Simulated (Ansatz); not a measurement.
# In (I4/mmm) in Ansatz: reference runs

Aim: a first look at In with PBE, on the cell as given and on a disturbed one.

Everything below comes from runs of Ansatz 0.2.0. Logs are shortened: lines on timing, memory, paths and dates and some standing lists are left out, and cuts for length are marked.

## (1) Starting point

It takes space group I4/mmm (No. 139, tetragonal). The conventional cell has a = 3.251 Å, b = 3.251 Å, c = 4.947 Å, α = 90.00°, β = 90.00°, γ = 90.00°. In (site symmetry 4/mmm) has 12 In at 3.25 to 3.38 Å as nearest neighbours.

## (2) Single point, PBE

input.yaml reads:

```yaml
crystal:
  lattice:
    - [-1.62547, 1.62547, 2.4737]
    - [1.62547, -1.62547, 2.4737]
    - [1.62547, 1.62547, -2.4737]
  atoms:
    - { symbol: In, position: [0.0, 0.0, 0.0] }
kpoints:
  mp_grid: { grid: [11, 11, 11] }
scf:
  occupations: { method: fermi_dirac, width: 0.05 }
hamiltonian:
  xc: pbe
  pseudopotentials: { kind: all_electron, lapw: { basis_error: 0.001 } }
output:
  forces: true
  stress: true
  eigenvalues: true
  populations: true
```

Potentials or basis: all-electron LAPW, scalar-relativistic.

Started as:

```console
$ ansatz run input.yaml --threads 1 --pin off --max-ram 2560MiB --backend cpu --events-out ev --progress --plain --runs-dir out
```

Output:

```text
Warning: RAYON_NUM_THREADS=1 ignored (pool sized by the plan → 1); use --threads N
In: projections on atomic orbitals take those of the free atom 1s2 2s2 2p6 3s2 3p6 3d10 4s2 4p6 4d10 5s2 5p1, of charge +0.00 (hamiltonian.pseudopotentials.projection_atoms)
LAPW: plane waves up to 6.853 Å⁻¹, error target 1.0e-3 eV per atom; small_component_spin mean_spin; In in spheres of 1.625 Å, 21 of its electrons in bands, Dirac shells [] (how accurate: hamiltonian.pseudopotentials.lapw.basis_error, Limitations)
Engine: ansatz 0.2.0, aarch64-unknown-linux-gnu
Pseudopotentials: kind: all_electron
Pseudopotential: In, LAPW, valence charge 21, lapw/all_electron/scalar/gaussian/In, Koelling and Harmon's equation, gaussian nucleus
Functional definition: PBE
  parameter kappa = 0.804
  parameter beta = 0.06672455060314922
  exchange = pbe_x(kappa = kappa, mu = beta*pi^2/3)
  correlation = pbe_c(beta = beta)
Crystal: 1 atoms, lattice volume = 26.144 Å³
Basis set: ecut = 178.9208256862139 eV, 145 PW (Γ), exchange–correlation at level 2
Bands: 15, of which v1, the nominal top of the filled ones, is band 11 counted from 1 (10 counted from 0)
Symmetry: 16 space group operations
Space group: I4/mmm (ITA 139), of the structure as read, at distance tolerance 3.0e-5 Å
k-points: 126 of 1331
Non-local potential: In, projectors of the file, none
Initial density: superposition of atomic densities (chi_scale 0.1, normalization cell)
Initial wavefunctions: plane waves of lowest kinetic energy (no species holds an atomic orbital)
Functional: x = pbe(κ = 0.804, μ = 0.2195149727645171), c = pbe(β = 0.06672455060314922)
iter 1 solved again at ethr=3.43e-5 eV; its pass at ethr=1.00e-1 eV (dr2=7.21e-3 eV) is discarded
SCF iter   1: F=—  HF=-160045.992027 eV  |F-HF|=—  |Δ(HF+E_count)|=         —  Δρ=6.23e-3  dr2=7.27e-3  ethr=3.43e-5  ⟨swp⟩=3.5  Hψ=13639  notcnv=0
preconditioner: auto → Kerker (q_TF=auto, 2.630 Å⁻¹)  [metal: Δε(μ)=0.052 eV  Ē_g=19.388 eV  σ=0.050 eV  W_gap=0.25  n_scr=10 (ndim 8)  ℏωp=26.2 eV  f_vac=0.000  D(μ)=0.46/eV (n_scr^D=0)]
SCF iter   2: F=—  HF=-160045.965834 eV  |F-HF|=—  |Δ(HF+E_count)|=   2.62e-2  Δρ=3.53e-3  dr2=2.81e-3  ethr=3.43e-5  ⟨swp⟩=2.0  Hψ=5511  notcnv=0
SCF iter   3: F=—  HF=-160045.964200 eV  |F-HF|=—  |Δ(HF+E_count)|=   1.63e-3  Δρ=2.37e-3  dr2=1.44e-3  ethr=1.34e-5  ⟨swp⟩=2.0  Hψ=5368  notcnv=0
SCF iter   4: F=—  HF=-160045.964105 eV  |F-HF|=—  |Δ(HF+E_count)|=   9.48e-5  Δρ=1.01e-3  dr2=3.23e-4  ethr=6.87e-6  ⟨swp⟩=2.0  Hψ=5369  notcnv=0
iter 5 solved again at ethr=8.48e-8 eV; its pass at ethr=1.54e-6 eV (dr2=1.78e-5 eV) is discarded
SCF iter   5: F=—  HF=-160045.964227 eV  |F-HF|=—  |Δ(HF+E_count)|=   1.22e-4  Δρ=2.26e-4  dr2=1.78e-5  ethr=8.48e-8  ⟨swp⟩=2.0  Hψ=9096  notcnv=0
SCF iter   6: F=—  HF=-160045.964230 eV  |F-HF|=—  |Δ(HF+E_count)|=   3.20e-6  Δρ=5.32e-5  dr2=6.72e-7  ethr=8.48e-8  ⟨swp⟩=2.0  Hψ=5367  notcnv=0
SCF iter   7: F=-160045.964230 eV  HF=-160045.964230 eV  |F-HF|=9.17e-9  |Δ(HF+E_count)|=   1.16e-7  Δρ=1.37e-5  dr2=6.25e-8  ethr=3.20e-9  ⟨swp⟩=2.0  Hψ=5371  notcnv=0
SCF 1 converged in 7 iterations: F = -160045.964230 eV  dr2 = 6.25e-8
SCF converged after 7 iterations
Free energy (F): -160045.964230 eV
Harris-Foulkes:  -160045.964230 eV  (|F-HF|=9.17e-9)
Internal energy: -160045.960325 eV  (E = F + TS)
E sigma→0 (E₀):  -160045.962277 eV
Entropy (-TS):   -0.003906 eV (-3.906 meV/atom)
Fermi energy:    13.588926 eV
--- Per-component energies (eV) ---
  E_band       = -546.660754
  E_kinetic    = 167987.978726
  E_xc         = -4352.995101
  E_electrostatic = -323680.943950  (all electrons and nuclei)
  E_smearing   = -0.003906  (= −TS)
  E_closure    = 0.000000  (closes the sum)
  E_atoms      = -160043.426162  (free atoms, spherical and without spin; not in F)
  Σ components = -160045.964230   (vs F -160045.964230, Δ=0.00e0)
  Basis errors (estimates in eV, not in F): energy 2.1e-4 per atom: plane waves 2.1e-4 (1.1e-4 summed), levels above the bands 1.5e-116, relativity 4.8e-8, radial functions 2.2e-6, core shells 1.1e-9; eigenvalues (radial functions only) 1.6e-5; not estimated: angular momenta, meshes, grids; target (lapw.basis_error) 1.0e-3; muffin-tin radii In 1.625 Å
--- Forces (eV/Å), atoms counted from 1 ---
  atom   1  In    -0.00000000    -0.00000000     0.00000000
  max |Σ_I F_I| component: 2.23e-32 eV/Å
--- Stress (GPa, compression-positive) ---
        2.224577      -0.000000      -0.000000
       -0.000000       2.224577       0.000000
       -0.000000       0.000000       1.690389
  P = ⅓ Tr σ = 2.0465 GPa (20.465 kbar)
--- Band table (eV; the first three rows and the last of 126) ---
  k-point 0: bands = ["-101.9031", "-60.3842", "-60.3773", "-60.3773", "-1.1552", "-1.0479", "-1.0479", "-0.9666", "-0.8644", "4.0058", "24.1020", "24.1020", "24.2776", "25.1192", "27.5011"]
  k-point 1: bands = ["-101.9031", "-60.3844", "-60.3779", "-60.3776", "-1.1199", "-1.0670", "-1.0268", "-0.9584", "-0.8785", "4.2592", "22.7309", "22.9263", "23.2497", "24.1585", "28.8595"]
  k-point 2: bands = ["-101.9029", "-60.3849", "-60.3796", "-60.3787", "-1.1180", "-1.0228", "-0.9741", "-0.9684", "-0.8856", "5.0269", "20.7257", "20.9790", "21.6574", "22.8803", "25.0646"]
  k-point 125: bands = ["-101.9027", "-60.3904", "-60.3799", "-60.3795", "-1.3087", "-1.1909", "-0.7737", "-0.7504", "-0.7339", "10.7141", "11.0368", "16.9409", "18.4393", "21.8222", "23.2965"]
--- Löwdin populations: 1 site ---
  site symbol       q [e]
     0     In     48.9851
  spilling = 0.000305 (of n_electrons = 49.000000)
```

It took 8.7 s on 1 thread of Arm Neoverse V1, shared host; peak memory 0.29 GiB.

What came out:

```yaml
Free_energy: -160045.9642 eV
Pressure: 2.0 GPa
Band_gap_on_the_k_mesh: none (metal or under the smearing width)
```

## (3) Equation of state, PBE

Potentials or basis: all-electron LAPW, scalar-relativistic.

This step only gathers the single runs of the series.

Results:

```yaml
Equilibrium_volume: 27.52 Å³/atom
Bulk_modulus_at_fixed_shape_and_positions: 35 GPa
Pressure_derivative_of_the_bulk_modulus: 5.2
```

Energy against volume, from the lowest point:
| volume (Å³/atom) | energy (meV/atom) |
| --- | --- |
| 24.575 | 43.20 |
| 25.098 | 27.93 |
| 25.621 | 16.41 |
| 26.144 | 8.20 |
| 26.666 | 2.95 |
| 27.189 | 0.31 |
| 27.712 | 0.00 |

Caveat: the cell was scaled at fixed shape and fractional positions, which overstates the stiffness of a crystal with free parameters, most of all of layers and chains.

## (4) Single point, PBE (cell strained at random at fixed volume)

Edit input.yaml of step 2 so:

```diff
@@ -2,7 +2,7 @@
   lattice:
-    - [-1.62547, 1.62547, 2.4737]
-    - [1.62547, -1.62547, 2.4737]
-    - [1.62547, 1.62547, -2.4737]
+    - [-1.642989, 1.576776, 2.432089]
+    - [1.658018, -1.631797, 2.478118]
+    - [1.651989, 1.640796, -2.468243]
   atoms:
-    - { symbol: In, position: [0.0, 0.0, 0.0] }
+    - { symbol: In, position: [-0.008528, 0.003147, -2.8e-05] }
 kpoints:
```

Started as:

```console
$ ansatz run input.yaml --threads 1 --pin off --max-ram 2560MiB --backend cpu --events-out ev --progress --plain --runs-dir out
```

Run time: 41 s. Hardware: 1 thread of Arm Neoverse V1, shared host; peak memory 0.61 GiB.

It converged, with:

```yaml
Free_energy: -160045.9628 eV
Pressure: 2.1 GPa
Band_gap_on_the_k_mesh: none (metal or under the smearing width)
```

Stress tensor (GPa, compression positive):
```
 1.77 -0.01 -0.03
-0.01  2.91  0.28
-0.03  0.28  1.52
```

Levels at points of the mesh, in eV from the Fermi level:
```csv
k point,band 8,band 9,band 10,band 11,band 12,band 13
"(0.00, 0.00, 0.00)",-14.52,-14.44,-9.56,10.10,10.49,10.88
```

## (5) The runs side by side

| task | cell | cutoff (eV) | basis error allowed | gap on the mesh (eV) | pressure (GPa) |
| --- | --- | --- | --- | --- | --- |
| single point | as given | 179 | 0.001 eV/atom | none | 2.0 |
| equation of state | as given | - | 0.0005 eV/atom | - | - |
| single point | cell strained at random at fixed volume | 184 | 0.001 eV/atom | none | 2.1 |

Alike in all rows: level PBE; potentials or basis all-electron LAPW, scalar-relativistic; no spin polarisation; k mesh 11 × 11 × 11; smearing fermi-dirac 0.05 eV.

Caveats: the cell was scaled at fixed shape and fractional positions, which overstates the stiffness of a crystal with free parameters, most of all of layers and chains (some runs).

Compare energies only between runs with the same functional and basis.
